How can two calculations agree on the size of a silicon carbide crystal and yet disagree on how strongly its atoms prefer the compound to separate silicon and carbon? The size is set by the place where the energy curve of the crystal has its minimum. The stability is set by how deep that minimum lies below the elements. A density functional can move the place and the depth by different amounts, and five functionals applied to the same crystal show both kinds of change.

Ansatz 0.2.0, scalar-relativistic plane-wave PAW DFT without spin polarization or dispersion correction, for SiC (P6_3mc, 8-atom cell). Cell and atoms were relaxed to a force tolerance of 0.005 eV/Å, with a 12×12×4 k mesh and 0.02 eV Gaussian smearing. Volume changes are relative to the shared starting cell, energies to the standard elements in the same functional.

```csv
functional,wave cutoff,energy over elements (eV/atom),volume change (%),volume per atom (Å³)
LDA,420 eV,-0.286,-1.690,10.138
PBE,420 eV,-0.204,1.790,10.498
PBEsol,420 eV,-0.263,0.200,10.334
r2SCAN,500 eV,-0.300,0.180,10.332
HSE06,420 eV,-0.277,-0.330,10.279
```

The volume per atom is smallest in LDA, then grows through HSE06 to r2SCAN and PBEsol, which practically coincide, and is largest in PBE. From LDA to PBE the volume rises by 3.6 %. The energy over elements is the energy of the compound less that of silicon and carbon in their standard forms, so a more negative value means a more stable compound. It runs from −0.204 eV/atom in PBE to −0.300 eV/atom in r2SCAN, a spread of about 19 kJ/mol for each SiC unit.

If r2SCAN is set aside, the two orders match: the smaller the cell, the more stable the compound. r2SCAN breaks the match, with the volume of PBEsol but the most negative energy of all. The question is therefore why size and stability go together in four rows and part in the fifth.

The order of the volumes starts from a known weakness of LDA. It treats each small region as if the electrons there were spread evenly, and this binds atoms too tightly. When a bond is stretched, the density between the atoms thins out and becomes more uneven. The gradient correction to exchange lowers the energy of uneven regions and so favours the stretched bond. The correction to correlation pulls the other way but is the weaker of the two, so for bonds like Si–C the minimum is expected to move outwards. Bonds to hydrogen are a known exception.

PBE has a strong correction of this kind, while PBEsol has a weaker one in its exchange part, chosen for the gently varying densities of solids. PBEsol accordingly lands 54 % of the way from LDA to PBE in volume. This is the usual order of the three functionals in covalent solids. It doesn't show which volume is right, since the table holds no measured value and the calculations leave out thermal and zero-point expansion.

HSE06 starts from PBE and replaces part of its short-range exchange by exact exchange. Approximate exchange of the PBE kind imitates some of the correlation by which two electrons in a bond avoid each other, and that correlation lengthens the bond. Exact exchange lacks this imitation, so mixing it in is expected to shorten the bond, which is not the same as making it stronger. The volume falls by 2.1 % from PBE to HSE06, in line with this argument. The PBE run doesn't name its atomic data set, however, so this and the other comparisons with PBE may not isolate the functional completely.

Does the smaller cell itself make the compound more stable? Elastic energy gives a way to find out. The pressure in a slightly compressed solid grows in proportion to the compression, so the stored work is half the final pressure times the change in volume. With the bulk modulus $B$, which measures stiffness, the volume per atom $V$ and its change $\Delta V$, the strain energy per atom is

$$E_{\text{strain}}=\tfrac{1}{2}\,B\,V\left(\frac{\Delta V}{V}\right)^{2}.$$

The r2SCAN run supplies the stiffness. Its starting cell was under a pressure of 0.42 GPa and expanded by 0.18 % to relieve it, which gives a bulk modulus of roughly 230 GPa. The energy released in that relaxation is about what this pressure and expansion lead one to expect, so pressure and energy in the run tell roughly the same story.

For one atom, the product $BV$ is then about 15 eV. Half of this, multiplied by the square of 0.0355, the relative volume difference between LDA and PBE, gives about 9 meV. That is what it would cost to force the crystal from one functional's volume to the other's, if the stiffness found with r2SCAN serves for both.

The energies over elements of LDA and PBE differ by 82 meV/atom, about nine times as much. If both functionals were given the same SiC cell, the difference would shrink by about 9 meV at PBE's volume and grow by about as much at LDA's, so most of it would remain either way. The smaller cell accompanies the greater stability in the four matching rows, but its elastic energy is not the main reason for it. The printed analysis below gives this estimate together with the differences between the rows.

The difference must come mainly from how each functional weighs the compound against the elements. In graphite, the standard form of carbon, each atom has three close neighbours within a loosely stacked layer. In silicon carbide it has four, in a compact network. Silicon has four neighbours both before and after the reaction, but exchanges its long bonds to silicon for short ones to carbon.

A correction that favours uneven, open arrangements should therefore favour graphite over the compact compound. PBE is indeed known to place graphite too low against diamond, where carbon also has four neighbours, and it does so although it misses most of the attraction between graphite's layers, which would lower graphite further. This makes graphite a likely source of PBE's weak energy over elements. On this reading, size and stability go together in LDA, PBEsol and PBE because they share a cause: the stronger the gradient correction, the larger the cell and the more graphite is favoured. LDA binds the compound too tightly, but it does the same to the elements, and much of that error cancels in the difference.

This also helps to explain why the steps in energy don't mirror those in volume. PBEsol is about midway between LDA and PBE in size, but only 28 % of the way in energy. The volume depends on how one crystal responds to stretching, whereas the energy depends on a balance among three different solids. There is no reason for the two to change at the same rate.

r2SCAN shows this separation most clearly. Its volume equals that of PBEsol to within a few hundredths of a percent, yet its compound is more stable by 37 meV/atom. The strain energy between two such similar cells is negligible, so the shift lies in the depth of the minimum relative to the elements. The r2SCAN run used a higher plane-wave cutoff, and without a cutoff test its share in this shift is unknown.

The construction of r2SCAN offers a plausible reason. Besides the density and its gradient, it uses the kinetic-energy density of the electrons, which helps it to tell a covalent bond from a slowly varying density or from the weak overlap between graphite layers. It can thus treat silicon, graphite and silicon carbide differently even where density and gradient look alike. Such freedom can change the balance among the solids while leaving the bond length in one of them almost untouched. It doesn't fix the direction of the shift: extra binding between graphite layers would by itself make the compound less stable, not more.

What the table leaves open is which of the three solids is responsible. This holds for HSE06 too: its compound is more stable than that of PBE by 73 meV/atom, and the argument for its smaller volume doesn't explain this gain. The energies of silicon and graphite enter every value but are not listed separately, and no run includes a dispersion correction for the forces between graphite layers. A comparison with diamond in place of graphite, made with the same five functionals, would show how much of the spread belongs to carbon's change from three neighbours to four.

Printed output of the fit:

```
Differences from PBE:
     row  volume in %  mean length in %  energy over elements in meV/atom
     LDA       -3.429            -1.156                               -82
     PBE            0                 0                                 0
  PBEsol       -1.562           -0.5235                               -59
  r2SCAN       -1.581           -0.5299                               -96
   HSE06       -2.086           -0.7003                               -73
Volume of PBE above LDA in %: 3.551
Spread of energy over elements in eV/atom: 0.096
Same spread per SiC unit in kJ/mol: 18.53
PBEsol share of the way from LDA to PBE in volume in %: 54.44
PBEsol share of the way from LDA to PBE in energy in %: 28.05
Volume of r2SCAN less PBEsol in %: -0.01935
Energy of r2SCAN less PBEsol in meV/atom: -37
Energy of r2SCAN less LDA in meV/atom: -14
Stiffness (bulk modulus) from the r2SCAN relaxation in GPa: 231.1
Energy drop expected from this stiffness in meV per cell: 0.1928
Energy drop in the r2SCAN run in meV per cell: 0.19
Strain energy of the LDA to PBE volume difference in meV/atom: 9.395
LDA to PBE difference in energy over elements in meV/atom: 82
Strain energy as share of that difference in %: 11.46
```
